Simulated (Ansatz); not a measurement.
Equation of state of NbN from a dense series

```
CELL_PARAMETERS angstrom
0.00000 2.19450 2.19450
2.19450 0.00000 2.19450
2.19450 2.19450 0.00000
ATOMIC_POSITIONS crystal
Nb 0.50000 0.50000 0.50000
N 0.00000 0.00000 0.00000
```

Atom numbers follow the list: Nb1, N2.

The geometry is COD entry 1538667, unchecked; take it as a test cell.

All numbers below come from Ansatz 0.2.0, DFT, PBE, all-electron LAPW, scalar-relativistic.

Settings: a Γ-centred 13×13×13 k mesh, Fermi–Dirac smearing of 0.08 eV, basis error target 0.25 meV/atom, no spin polarisation.

The cell is scaled evenly. Fractional coordinates are held (clamped ions).

```tsv
V (Å³/atom)	P (GPa)
9.940	30.70
10.146	22.12
10.357	14.19
10.463	10.53
10.568	7.07
10.674	3.78
10.780	0.66
10.991	-5.11
11.202	-10.29
```

Fit a third-order Birch–Murnaghan curve to the pressures.

P = (3B0/2)(y^(7/2) − y^(5/2))[1 + (3/4)(B0′ − 4)(y − 1)] with y = (V0/V)^(2/3) fits within 0.01 GPa for V0 = 10.803 Å³/atom, B0 = 306.9 GPa and B0′ = 4.39.

Predict the pressure at the withheld volume, 9.934 Å³/atom.

There y = 1.0575, so the fit gives 30.94 GPa; the run gave 30.93 GPa.
